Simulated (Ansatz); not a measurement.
The system is NiO.

```
CELL_PARAMETERS angstrom
0.00000 2.09131 2.09131
2.09131 0.00000 2.09131
2.09131 2.09131 0.00000
ATOMIC_POSITIONS crystal
Ni 0.00000 0.00000 0.00000
O 0.50000 0.50000 0.50000
```

Base run:

| Property | Result |
| --- | --- |
| Program | Ansatz 0.2.0 |
| Functional | PBE |
| Potentials or basis | Ansatz PAW |
| Cutoff | 420 eV |
| Density cutoff | 1680 eV |
| k mesh | 11 × 11 × 11 |
| Occupations | fermi-dirac, width 0.05 eV |
| Spin | collinear spin, ferromagnetic start |
| Starting moments | [1.0, 0.0] μB |
| Hubbard terms | Ni d U = 2 eV |

Its results: band gap on the k mesh 0.35 eV, indirect (least direct gap 1.22 eV); pressure 8.8 GPa; net moment 2.00 μB per cell; site moments Ni +1.63; O +0.30 μB.

Task: After a change of settings the same cell gave: band gap on the k mesh none (metal or under the smearing width); pressure 7.7 GPa; net moment 1.98 μB per cell; site moments Ni +1.59; O +0.32 μB. Which change was it?
A. k mesh from 11 × 11 × 11 to 6 × 6 × 6; hubbard terms from Ni d U = 2 eV to none; hubbard projectors from ortho-atomic (the default) to none
B. hubbard terms from Ni d U = 2 eV to Ni d U = 5 eV
C. hubbard terms from Ni d U = 2 eV to none; hubbard projectors from ortho-atomic (the default) to none
D. hubbard terms from Ni d U = 2 eV to Ni d U = 1 eV

Result: D.

Caveats: the magnetic or orbital state may not be the lowest; a cell with one magnetic atom can't hold antiferromagnetic order, which such compounds often take.

Not every run made on this cell is shown here.
